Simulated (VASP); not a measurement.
A run of VASP 6.6.1:

File INCAR:

```
PREC = Accurate ; ENCUT = 600
EDIFF = 1E-7 ; ISMEAR = 1
SIGMA = 0.1 ; LREAL = False
LASPH = True ; NELM = 80
ALGO = Normal ; ISIF = 3
LWAVE = False ; LCHARG = False
GGA = PS ; IBRION = 2
NSW = 90 ; EDIFFG = -0.005
PSTRESS = 1600.0
```

File KPOINTS:

```
regular mesh
0
Gamma
  19 19 19
```

POSCAR

```
S                                       
1.0
    1.6837692079      0.9721246055      0.8803906415
   -1.6837692079      0.9721246055      0.8803906415
    0.0000000000     -1.9442492108      0.8803906413
  S             
     1
Direct
     0.0000000000000000    0.0000000000000000    0.0000000000000000
```

Potentials or basis: VASP PAW PBE potentials, release 64 (S).

Launch:

```sh
$ cat potpaw_PBE.64/S/POTCAR > POTCAR
$ mpirun -np 1 vasp_std > vasp.out
```

Hardware: 1 thread of Intel(R) Xeon(R) Platinum 8259CL CPU @ 2.50GHz (Skylake/Cascade Lake), with other jobs on the host.

Q: How long does it take, and how much memory?

A: It took 66 s on 1 thread of Intel(R) Xeon(R) Platinum 8259CL CPU @ 2.50GHz (Skylake/Cascade Lake) (shared host), peak memory 0.15 GiB. Counts: scf iterations 23, k points 670, ion steps 4.
